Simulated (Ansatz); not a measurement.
SnO under changes of volume

One of the cells (17.769 Å³/atom); the others are scaled copies at fixed shape and fractional positions:

```
Sn O
1.0
     3.81370    0.00000    0.00000
     0.00000    3.81370    0.00000
     0.00000    0.00000    4.88691
Sn O
2 2
Direct
  0.50000 0.00000 0.76463
  0.00000 0.50000 0.23537
  0.00000 0.00000 0.00000
  0.50000 0.50000 0.00000
```

The cell is a database's computed one.

- Program: Ansatz 0.2.0
- Functional: PBEsol
- Potentials or basis: all-electron LAPW, scalar-relativistic
- Cutoff: 318 eV (chosen from the basis error)
- Basis error allowed: 0.002 eV/atom
- k mesh: 7 × 7 × 6
- Occupations: fermi-dirac, width 0.05 eV
- Spin: no spin polarisation

```tsv
volume (Å³/atom)	energy over the lowest point (meV/atom)	pressure (GPa)	gap on the mesh (eV)	largest force (eV/Å)
16.703	?	?	?	?
17.058	6.45	3.6	0.21	0.666
17.414	0.95	1.4	0.28	0.356
17.769	0.00	-0.6	0.36	0.071
18.125	3.21	-2.3	0.42	0.194
18.480	10.11	-3.9	0.49	0.439
18.835	20.33	-5.3	0.55	0.667
```

Question: What does the run at 16.703 Å³/atom give?

Answer: Energy over the lowest point 17.05 meV/atom; pressure 6.0 GPa; gap on the mesh 0.13 eV; largest force 1.003 eV/Å.

Worked out: A Birch-Murnaghan fit of order 3 (a polynomial in V^(-2/3)) to the other rows has its minimum at 17.67 Å³/atom with B0 = V·E''(V) = 95 GPa and B' = 4.2 at fixed shape and positions, which overstates the stiffness. It gives 17.03 meV/atom at 16.703 Å³/atom, against the run's 17.05, and -dE/dV = 6.0 GPa, against 6.0. A straight line through the other rows of the gap, of slope 3.45 eV per unit of ln V, extrapolates to 0.14 eV, against the run's 0.13.

Energies are extrapolated to zero smearing.

Caveats: spin-orbit coupling is left out, which moves the levels of the heavy elements; an odd mesh through Γ misses points on the zone boundary, where band edges often lie; forces of over 1 eV/Å show positions far from the minimum, so gaps and moduli don't describe the material at rest (some runs).
